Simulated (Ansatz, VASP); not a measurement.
# AgCl: VASP beside Ansatz

File INCAR:

```
SYSTEM = AgCl
PREC = Accurate
ENCUT = 520
EDIFF = 1E-8
ISMEAR = -1
SIGMA = 0.03
LREAL = .False.
LASPH = .True.
NELM = 60
ALGO = Normal
ISIF = 2
LWAVE = .False.
LCHARG = .False.
GGA = PE
LEFG = .True.
NBANDS = 16
```

KPOINTS

```
regular mesh
0
Gamma
  11 11 11
  0 0 0
```

POSCAR

```
AgCl
1.0
    0.0000000000      3.0092147682      3.0092147682
    3.0092147682      0.0000000000      3.0092147682
    3.0092147682      3.0092147682      0.0000000000
Ag Cl
1 1
Direct
    0.0000000000      0.0000000000      0.0000000000
    0.2500000000      0.2500000000      0.2500000000
```

Input for Ansatz:

```yaml
crystal:
  lattice:
    - [0.0, 3.0092147682, 3.0092147682]
    - [3.0092147682, 0.0, 3.0092147682]
    - [3.0092147682, 3.0092147682, 0.0]
  atoms:
    - { symbol: Ag, position: [0.0, 0.0, 0.0] }
    - { symbol: Cl, position: [0.25, 0.25, 0.25] }
kpoints:
  mp_grid: { grid: [11, 11, 11] }
scf:
  occupations: { method: fermi_dirac, width: 0.03 }
hamiltonian:
  xc: pbe
  pseudopotentials: { kind: paw }
output:
  forces: true
  stress: true
  eigenvalues: true
  efg: { contact_densities: true }
  write_density: true
  write_potential: true
  elf: true
  volumetric_format: npy
```

Change from the starting cell: volume scaled by 0.98, PAW files.

Alike in both runs: task electric field gradients; functional PBE; k mesh 11 × 11 × 11; occupations fermi-dirac, width 0.03 eV; no spin polarisation.

```csv
,VASP,Ansatz
version,VASP 6.6.1,Ansatz 0.2.0
potentials or method,"VASP PAW PBE potentials, release 64 (Ag, Cl)","PAW with Ansatz's default frozen-core files, scalar-relativistic"
plane-wave cutoff (eV),520,420
valence electrons in the cell,18,26
```

|  | VASP | Ansatz | Ansatz less VASP |
| --- | --- | --- | --- |
| gap on the k mesh at the Fermi level (eV) | 1.27 | 1.27 | +0.001 |
| pressure (GPa) | 0.5 | 0.6 | +0.10 |
| Vzz of the field gradient on the site that differs most (V/Å²) | 0.0 | 0.0 | 0.00 |

The two sets of potentials don't hold the same shells in valence. Ansatz warned: «gradients_without_spin_orbit».

Caveats: an odd mesh through Γ misses points on the zone boundary, where band edges often lie.
